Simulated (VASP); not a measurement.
## Nb: relaxation of the atoms with PBE

The system is Nb, a slab with vacuum.

```
Nb
1.0
     3.31000    0.00000    0.00000
     1.65500    2.34052    0.00000
     0.00000    0.00000   33.72419
Nb
9
Direct
  0.00000 0.00000 0.22239
  0.50000 0.00000 0.29179
  0.00000 0.00000 0.36120
  0.50000 0.00000 0.43060
  0.00000 0.00000 0.50000
  0.50000 0.00000 0.56940
  0.00000 0.00000 0.63880
  0.50000 0.00000 0.70821
  0.00000 0.00000 0.77761
```

The cell was built by a generator and needn't be a form met in nature.

```
Program                : VASP 6.6.1
Task                   : relaxation of the atoms
Functional             : PBE
Potentials or basis    : VASP PAW PBE potentials, release 64 (Nb_sv)
Cutoff                 : 520 eV
k mesh                 : 14 × 14 × 1
Occupations            : methfessel-paxton, width 0.1 eV
Spin                   : no spin polarisation
Further INCAR settings : ALGO = Normal; EDIFF = 1e-06; IBRION = 2; EDIFFG = -0.02; NSW = 30
```

* Energy gained by relaxing: 5.8 meV/atom
* Ionic steps: 15
* Largest force after relaxing: 0.013 eV/Å
* Band gap on the k mesh: none (metal or under the smearing width)

Forces in eV/Å, atoms in the order of the input:
```
Nb   0.000  0.000 -0.004
Nb   0.000  0.000 -0.013
Nb   0.000  0.000  0.005
Nb   0.000  0.000 -0.013
Nb   0.000  0.000  0.000
Nb   0.000  0.000  0.013
Nb   0.000  0.000 -0.005
Nb   0.000  0.000  0.013
Nb   0.000  0.000  0.004
```

The path:
| step | energy change (eV) | largest force (eV/Å) | pressure (GPa) |
| --- | --- | --- | --- |
| 1 | 0.0000 | 0.4190 | -2.19 |
| 2 | -0.0246 | 0.2926 | -1.96 |
| 3 | -0.0406 | 0.0965 | -1.53 |
| 4 | -0.0407 | 0.0916 | -1.50 |
| 5 | -0.0435 | 0.0727 | -1.42 |
| 6 | -0.0460 | 0.0470 | -1.29 |
| 7 | -0.0441 | 0.1597 | -1.02 |
| 8 | -0.0465 | 0.0591 | -1.22 |
| 9 | -0.0474 | 0.0422 | -1.17 |
| 10 | -0.0480 | 0.0384 | -1.11 |
| 11 | -0.0475 | 0.1135 | -0.99 |
| 12 | -0.0482 | 0.0576 | -1.08 |
| 13 | -0.0491 | 0.0504 | -1.02 |
| 14 | -0.0511 | 0.0316 | -0.83 |
| 15 | -0.0519 | 0.0131 | -0.45 |

Final structure:
```
Nb
1.0
     3.31000    0.00000    0.00000
     1.65500    2.34052    0.00000
     0.00000    0.00000   33.72419
Nb
9
Direct
  0.00000 0.00000 0.22705
  0.50000 0.00000 0.29285
  0.00000 0.00000 0.36238
  0.50000 0.00000 0.43106
  0.00000 0.00000 0.50000
  0.50000 0.00000 0.56894
  0.00000 0.00000 0.63762
  0.50000 0.00000 0.70715
  0.00000 0.00000 0.77295
```

Levels at points of the mesh, in eV from the Fermi level:
```csv
k point,band 54,band 55,band 56,band 57,band 58,band 59,band 60,band 61,band 62,band 63
"(0.00, 0.00, 0.00)",-0.11,0.11,0.12,0.16,0.28,0.35,0.37,0.38,0.49,0.58
"(0.50, 0.00, 0.00)",-1.34,-0.23,-0.10,0.19,0.52,0.90,1.26,1.73,1.92,2.27
"(0.00, 0.50, 0.00)",-0.82,-0.16,0.14,0.84,1.17,1.75,1.78,2.00,2.22,2.32
```

Run time: 120 min on 2 MPI ranks on AMD EPYC 9R45 (Zen 5), with other jobs on the host, peak memory 0.93 GiB a rank.
